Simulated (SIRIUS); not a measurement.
The system is Cu.

```
Cu
1.0
     0.00000    1.80750    1.80750
     1.80750    0.00000    1.80750
     1.80750    1.80750    0.00000
Cu
1
Direct
  0.00000 0.00000 0.00000
```

Base run:

```yaml
Program: SIRIUS 7.12.0
Functional: RGE2
Potentials_or_basis: PseudoDojo 0.4.1 PBE standard (scalar relativistic)
Cutoff: 1254 eV
Density_cutoff: 5016 eV
k_mesh: 13 × 13 × 13
Occupations: fermi-dirac, width 0.05 eV
Spin: no spin polarisation
```

Its results: band gap on the k mesh none (metal or under the smearing width); pressure -3.5 GPa.

Task: After a change of settings the same cell gave: band gap on the k mesh none (metal or under the smearing width); pressure 8.5 GPa. Which change was it?
A. functional from RGE2 to PBE; libxc names from ["XC_GGA_X_RGE2", "XC_GGA_C_RGE2"] to ["XC_GGA_X_PBE", "XC_GGA_C_PBE"]
B. functional from RGE2 to PW91; libxc names from ["XC_GGA_X_RGE2", "XC_GGA_C_RGE2"] to ["XC_GGA_X_PW91", "XC_GGA_C_PW91"]
C. functional from RGE2 to BLYP; libxc names from ["XC_GGA_X_RGE2", "XC_GGA_C_RGE2"] to ["XC_GGA_X_B88", "XC_GGA_C_LYP"]
D. functional from RGE2 to RPBE; libxc names from ["XC_GGA_X_RGE2", "XC_GGA_C_RGE2"] to ["XC_GGA_X_RPBE", "XC_GGA_C_PBE"]

Result: C.

Caveats: the potentials were made for another functional, which shifts forces and pressure.

Not every run made on this cell is shown here.
